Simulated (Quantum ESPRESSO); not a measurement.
# Tc in Quantum ESPRESSO: the effect of target pressure

The system is Tc.

```
Tc
1.0
     2.74000    0.00000    0.00000
    -1.37000    2.37291    0.00000
     0.00000    0.00000    4.39800
Tc
2
Direct
  0.66667 0.33333 0.75000
  0.33333 0.66667 0.25000
```

Alike in all runs:

* Program: Quantum ESPRESSO 7.5
* Task: relaxation of cell and atoms
* Functional: LDA
* Potentials or basis: SSSP 1.3 efficiency PBE
* Cutoff: 939 eV
* Density cutoff: 3755 eV
* k mesh: 11 × 11 × 6
* Occupations: fermi-dirac, width 0.05 eV
* Spin: no spin polarisation

Each run relaxes the cell or the atoms first.

```tsv
target pressure	relaxed volume (Å³/atom)
0 GPa	13.81
2 GPa	13.73
5 GPa	13.62
10 GPa	13.44
20 GPa	13.11
30 GPa	?
```

**Question.** What does the run with target pressure 30 GPa give?

**Answer.** Relaxed volume 12.82 Å³/atom.

Worked out: In Murnaghan's law V^(-B') rises as a straight line in P. The other rows fit best with B' = 3.1, V0 = 13.81 Å³/atom and B0 = 355 GPa, which gives 12.81 Å³/atom at 30 GPa, against the run's 12.82.

Caveats: the potentials were made for another functional, which shifts forces and pressure.
